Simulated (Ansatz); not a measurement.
HfO2:

```xyz
12
Lattice="5.1180 0.0000 0.0000 0.0000 5.1857 0.0000 -0.8587 0.0000 5.2139" Properties=species:S:1:pos:R:3 pbc="T T T"
Hf    0.8021    2.3870    3.6914
Hf    3.0279    4.9798    4.1294
Hf    3.4573    2.7987    1.5224
Hf    1.2314    0.2059    1.0845
O    -0.3473    0.8733    4.4146
O     4.1773    3.4661    3.4062
O     4.6066    4.3124    0.7993
O     0.0821    1.7196    1.8076
O     1.4549    3.8473    5.1101
O     2.3751    1.2544    2.7107
O     2.8045    1.3384    0.1038
O     1.8842    3.9313    2.5032
```

Base run:

* Program: Ansatz 0.2.0
* Functional: PBE
* Potentials or basis: Ansatz PAW
* Cutoff: 420 eV (not typed: the program's choice for these potentials)
* k mesh: 5 × 5 × 5
* Occupations: fermi-dirac, width 0.05 eV
* Spin: no spin polarisation

Its results: band gap on the k mesh 4.21 eV, indirect (least direct gap 4.27 eV); pressure 5.9 GPa; largest force 0.482 eV/Å.

Task: The run is repeated on the same cell with these changes: functional from PBE to RPBE. What comes out?

Result: Band gap on the k mesh 4.29 eV, indirect (least direct gap 4.36 eV); pressure 10.7 GPa; largest force 0.503 eV/Å.

RPBE binds less tightly than PBE, so the same cell stands under more pressure.

Caveats: the k mesh misses the band edges, so the gap on the mesh is wider than the one along the path; spin-orbit coupling is left out, which moves the levels of the heavy elements; the PAW data sets come from PBE, with cores solved anew for the run's functional, which leaves a small shift of forces and pressure (some runs).
